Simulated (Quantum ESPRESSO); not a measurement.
Crystal: Si2W.

```
W Si
1.0
    -1.60690    1.60690    3.91495
     1.60690   -1.60690    3.91495
     1.60690    1.60690   -3.91495
W Si
1 2
Direct
  0.00000 0.00000 0.00000
  0.66530 0.66530 0.00000
  0.33470 0.33470 0.00000
```

```yaml
Program: Quantum ESPRESSO 7.5
Task: single point
Functional: PBE
Potentials_or_basis: SSSP 1.3 efficiency PBE
Cutoff: 748 eV
Density_cutoff: 5987 eV
k_mesh: 12 × 12 × 12
Occupations: fermi-dirac, width 0.05 eV
Spin: no spin polarisation
```

On this cell: pressure 3.4 GPa; largest force 0.081 eV/Å; band gap on the k mesh none (metal or under the smearing width).

The same run follows on a disturbed copy (atoms moved at random, drawn with an rms of 0.05 Å):

```
W Si
1.0
    -1.60690    1.60690    3.91495
     1.60690   -1.60690    3.91495
     1.60690    1.60690   -3.91495
W Si
1 2
Cartesian
  -0.0037 0.0416 -0.0061
  -0.0323 0.0589 5.1936
  -0.0748 -0.0102 2.6451
```

What changes?

The energy (extrapolated to zero smearing) moves by +16.1 meV/atom; pressure 4.4 GPa; largest force 0.971 eV/Å; band gap on the k mesh none (metal or under the smearing width).

Forces in eV/Å, atoms in the order of the input:
```
W   -0.581 -0.216  0.213
Si   0.033 -0.297  0.403
Si   0.548  0.513 -0.616
```

Stress tensor (GPa, compression positive):
```
 4.23  0.50 -0.47
 0.50  4.28 -0.67
-0.47 -0.67  4.78
```
